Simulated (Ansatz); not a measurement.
Input of an Ansatz 0.2.0 run:

Contents of input.yaml:

```yaml
crystal:
  lattice:
    - [0.0, 1.89785, 1.89785]
    - [1.89785, 0.0, 1.89785]
    - [1.89785, 1.89785, 0.0]
  atoms:
    - { symbol: Rh, position: [0.0, 0.0, 0.0] }
kpoints:
  mp_grid: { grid: [12, 12, 12] }
  band_path:
    path:
      - [0.0, 0.0, 0.0]
      - [0.5, 0.0, 0.5]
      - [0.5, 0.25, 0.75]
      - [0.375, 0.375, 0.75]
      - [0.0, 0.0, 0.0]
      - [0.5, 0.5, 0.5]
      - [0.625, 0.25, 0.625]
      - [0.5, 0.25, 0.75]
    npoints: 12
scf:
  occupations: { method: fermi_dirac, width: 0.05 }
hamiltonian:
  xc: pbe
  pseudopotentials: { kind: all_electron, lapw: { basis_error: 0.001 } }
output:
  forces: true
  stress: true
  eigenvalues: true
```

Potentials or basis: all-electron LAPW, scalar-relativistic.

Launch:

```bash
$ ansatz run input.yaml --threads 1 --pin off --max-ram 3072MiB --backend cpu --events-out ev --progress --plain --runs-dir out
```

Estimate the pressure.

7.2 GPa.

Predict the band gap along the path.

none (metal or under the smearing width).

Levels at the corners of the path, in eV from the Fermi level:
| point | band 11 | band 12 | band 13 | band 14 | band 15 | band 16 |
| --- | --- | --- | --- | --- | --- | --- |
| Γ | -3.13 | -3.13 | -3.13 | -1.02 | -1.02 | 15.77 |
| X | -6.02 | 0.52 | 0.98 | 0.98 | 3.26 | 12.32 |
| W | -3.85 | -3.85 | -1.24 | 0.98 | 9.65 | 9.65 |
| K | -4.82 | -2.10 | -0.72 | 0.36 | 7.89 | 8.62 |
| Γ | -3.13 | -3.13 | -3.13 | -1.02 | -1.02 | 15.77 |
| L | -3.21 | -3.21 | 0.55 | 0.55 | 0.71 | 8.68 |
| U | -4.82 | -2.10 | -0.72 | 0.36 | 7.89 | 8.62 |
| W | -3.85 | -3.85 | -1.24 | 0.98 | 9.65 | 9.65 |
